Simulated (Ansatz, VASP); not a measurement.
## K in VASP and in Ansatz

```
CELL_PARAMETERS angstrom
-2.61250 2.61250 2.61250
2.61250 -2.61250 2.61250
2.61250 2.61250 -2.61250
ATOMIC_POSITIONS crystal
K 0.00000 0.00000 0.00000
```

Alike in both runs: task relaxation of cell and atoms; functional PBEsol; k mesh 12 × 12 × 12; occupations gaussian, width 0.1 eV; no spin polarisation.

```csv
,VASP,Ansatz
version,VASP 6.6.1,Ansatz 0.2.0
potentials or method,"VASP PAW PBE potentials, release 64 (K_sv)","scalar-relativistic, plane waves, PAW"
plane-wave cutoff (eV),600,420
valence electrons in the cell,9,9
```

Ansatz gave:

- gap on the k mesh at the Fermi level, each at its own relaxed structure (eV): none
- relaxed volume (Å³/atom): 71.32
- relaxed cell length with the largest relative difference (Å): 4.525

Estimate VASP's values.

gap on the k mesh at the Fermi level, each at its own relaxed structure (eV): none; relaxed volume (Å³/atom): 70.97; relaxed cell length with the largest relative difference (Å): 4.517.

A gap of «none» marks a metal or a gap that the smearing closes.

Caveats: the PAW data sets were made with another functional, which shifts forces and pressure a little (VASP).
